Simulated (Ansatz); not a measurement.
# BP: response to strain

BP is deformed so: equal xx and yy strain of +3 %. What stress and forces result, by LAPW, PAW and all-electron datasets made for the crystal?

Program: Ansatz 0.2.0. Level of theory: DFT LDA, scalar-relativistic. These are calculated values, not measurements.

### 1 Starting point

The structure is cubic, space group F-43m (No. 216). The conventional cell has a = 4.538 Å, b = 4.538 Å, c = 4.538 Å, α = 90.00°, β = 90.00°, γ = 90.00°. B (site symmetry -43m) is surrounded by 4 P at 1.97 Å. P (site symmetry -43m) is surrounded by 4 B at 1.97 Å.

Coordinates:

```cif
data_structure
_symmetry_space_group_name_H-M 'F-43m'
_symmetry_Int_Tables_number 216
_cell_length_a 4.5380
_cell_length_b 4.5380
_cell_length_c 4.5380
_cell_angle_alpha 90.000
_cell_angle_beta 90.000
_cell_angle_gamma 90.000
_cell_volume 93.45
loop_
_atom_site_label
_atom_site_type_symbol
_atom_site_symmetry_multiplicity
_atom_site_Wyckoff_symbol
_atom_site_fract_x
_atom_site_fract_y
_atom_site_fract_z
_atom_site_occupancy
B1 B 4 a 0.00000 0.00000 0.00000 1
P1 P 4 c 0.25000 0.25000 0.25000 1
```

The file gives the conventional cell by its symmetry; the runs use the cell typed in the input.

Atoms are numbered in the order of the input: B1, P2.

### 2 After the deformation

Space group F-43m before, I-4m2 after.

### 3 Full-potential LAPW

Contents of input.yaml:

```yaml
crystal:
  lattice:
    - [0.0, 2.33707, 2.269]
    - [2.33707, 0.0, 2.269]
    - [2.33707, 2.33707, 0.0]
  atoms:
    - { symbol: B, position: [0.0, 0.0, 0.0] }
    - { symbol: P, position: [0.75, 0.75, 0.75] }
kpoints:
  mp_grid: { grid: [15, 15, 15] }
  band_path:
    path:
      - [0.0, 0.0, 0.0]
      - [0.0, 0.5, 0.5]
      - [0.25, 0.75, 0.5]
      - [0.0, 0.5, 0.0]
      - [0.0, 0.0, 0.0]
      - [0.5, 0.5, 0.0]
      - [0.3826125, 0.6173875, 0.0]
      - [-0.3826125, 0.3826125, 0.0]
      - [0.0, 0.0, 0.0]
    npoints: 5
scf:
  occupations: { method: fermi_dirac, width: 0.05 }
hamiltonian:
  xc: lda
  pseudopotentials: { kind: all_electron, lapw: { basis_error: 0.001 } }
output:
  forces: true
  stress: true
  eigenvalues: true
```

Launch:

```console
> ansatz run input.yaml --threads 1 --pin off --max-ram 3072MiB --backend cpu --events-out ev --progress --plain --runs-dir out
```

### 4 PAW on the default files

Contents of input.yaml:

```yaml
crystal:
  lattice:
    - [0.0, 2.33707, 2.269]
    - [2.33707, 0.0, 2.269]
    - [2.33707, 2.33707, 0.0]
  atoms:
    - { symbol: B, position: [0.0, 0.0, 0.0] }
    - { symbol: P, position: [0.75, 0.75, 0.75] }
kpoints:
  mp_grid: { grid: [15, 15, 15] }
scf:
  occupations: { method: fermi_dirac, width: 0.05 }
hamiltonian:
  xc: lda
  pseudopotentials: { kind: paw }
output:
  forces: true
  stress: true
  eigenvalues: true
  efg: { contact_densities: true }
```

### 5 Datasets made for this crystal

input.yaml: that of step 4 with these lines changed.

```diff
@@ -14,3 +14,3 @@
   xc: lda
-  pseudopotentials: { kind: paw }
+  pseudopotentials: { kind: all_electron, datasets: crystal }
 output:
```

(Steps that only read results are left out.)

What does the calculation give? Wanted: pressure; largest shear or deviatoric stress.

**Answer**, as computed:

| quantity | value |
| --- | --- |
| pressure | LAPW -13.43, PAW -13.42, crystal datasets -13.44 GPa |
| largest shear or deviatoric stress (LAPW) | 4.80 GPa |

The largest part of the stress beyond the pressure is 4.80 GPa in size, in the zz component; the atoms are carried along and not relaxed. No run of the undeformed cell stands beside it, so the pressure holds what the given cell had before the change. PAW: stress within 0.01 GPa of LAPW. Crystal datasets: stress within 0.01 GPa of LAPW.
